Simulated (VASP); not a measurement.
Here is a VASP 6.6.1 calculation.

The input INCAR:

```
SYSTEM = Se
PREC = Accurate
ENCUT = 520
EDIFF = 1E-7
ISMEAR = 0
SIGMA = 1.0
LREAL = .False.
LASPH = .True.
NELM = 80
ALGO = Fast
ISIF = 3
LWAVE = .False.
LCHARG = .False.
GGA = PS
IBRION = 2
NSW = 80
EDIFFG = -0.002
PSTRESS = 2500
```

File KPOINTS:

```
regular mesh
0
Gamma
  21 21 21
  0 0 0
```

File POSCAR:

```
Se                                      
1.0
    1.9633569528      1.1335450830      0.8013997916
   -1.9633569528      1.1335450830      0.8013997916
    0.0000000000     -2.2670901659      0.8013997916
  Se            
     1
Direct
     0.0000000000000000    0.0000000000000000    0.0000000000000000
```

Potentials or basis: VASP PAW PBE potentials, release 64 (Se).

Run with:

```sh
$ cat potpaw_PBE.64/Se/POTCAR > POTCAR
$ mpirun -np 1 vasp_std > vasp.out
```

**Question.** Predict the relaxed volume.

**Answer.** 9.90 Å³/atom.

**Question.** What does it give for the relaxed cell?

**Answer.** a = 2.343 Å, b = 2.343 Å, c = 2.343 Å, α = 109.47°, β = 109.47°, γ = 109.47°.

**Question.** What does it give for the band gap on the k mesh?

**Answer.** None (metal or under the smearing width).

Final structure:
```yaml
crystal:
  lattice:
    - [1.91295, 1.10445, 0.78092]
    - [-1.91295, 1.10445, 0.78092]
    - [0.00000, -2.20890, 0.78092]
  atoms:
    - { symbol: Se, position: [0.00000, 0.00000, 0.00000] }
```

Caveat: the cell is relaxed towards a set pressure, so the enthalpy falls and the energy may rise; the PAW data sets were made with another functional, which shifts forces and pressure a little.
